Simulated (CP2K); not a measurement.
The system is AlN.

```
Al N
1.0
     3.11300    0.00000    0.00000
    -1.55650    2.69594    0.00000
     0.00000    0.00000    4.98100
Al N
2 2
Direct
  0.66667 0.33333 0.50000
  0.33333 0.66667 0.00000
  0.66667 0.33333 0.88000
  0.33333 0.66667 0.38000
```

Base run:

```yaml
Program: CP2K 2026.2
Functional: TB-mBJ
Potentials_or_basis: POTENTIAL_UZH Al GTH-PBE-q3, N GTH-PBE-q5; TZVP-MOLOPT-PBE-GTH basis
Density_cutoff: 9184 eV
k_mesh: 10 × 10 × 6
Occupations: fermi-dirac, width 0.01 eV
Spin: no spin polarisation
```

Its results: band gap on the k mesh 4.95 eV, direct.

Question: The run is repeated on the same cell with these changes: functional from TB-mBJ to PBEsol; density cutoff from 9184 eV to 6123 eV; cutoff of the grids from 675 Ry to 450 Ry. What comes out?

Answer: Band gap on the k mesh 4.12 eV, direct.

Caveats: the basis of atomic orbitals isn't converged, which shifts pressures, moduli and gaps; this is a model potential without an energy functional, so only levels have meaning (some runs).
